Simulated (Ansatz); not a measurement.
The reference is InN in the wurtzite structure (space group P6_3mc, No. 186; a = 3.547 Å, c = 5.723 Å). Axes: x lies along a and z along c of the hexagonal cell.

The values are results of r2SCAN (Ansatz, a quantum-chemistry and plane-wave program), spin-orbit coupling left out, not measurements.

Strains are applied to the cell and any free atomic positions relax; under biaxial strain the out-of-plane vector relaxes too.

One change was made to it. Results:

The pressure (mean of the normal stresses, compression positive) goes from zero to -1.0 GPa; the shortest interatomic distance goes up by 0.005 Å to 2.166 Å.

Task: Which change produced these results?
A) isotropic strain +0.59 %
B) biaxial strain −1.50 %, plane normal [001], relaxed out of plane
C) isotropic strain −2.63 %
D) tensor shear ε_xy = −0.84 %
E) uniaxial strain ε_zz = +0.76 %

Result: E, uniaxial strain ε_zz = +0.76 %. For comparison, the pressure in the other runs: biaxial strain −1.50 %, plane normal [001], relaxed out of plane gives 2.7 GPa; isotropic strain +0.59 % gives -2.4 GPa; tensor shear ε_xy = −0.84 % gives 0.0 GPa; isotropic strain −2.63 % gives 13.43 GPa.

No phonon test of stability was made. All final runs are without spin polarisation. Gaps under 0.05 eV, about the width of the smearing, are given as zero.
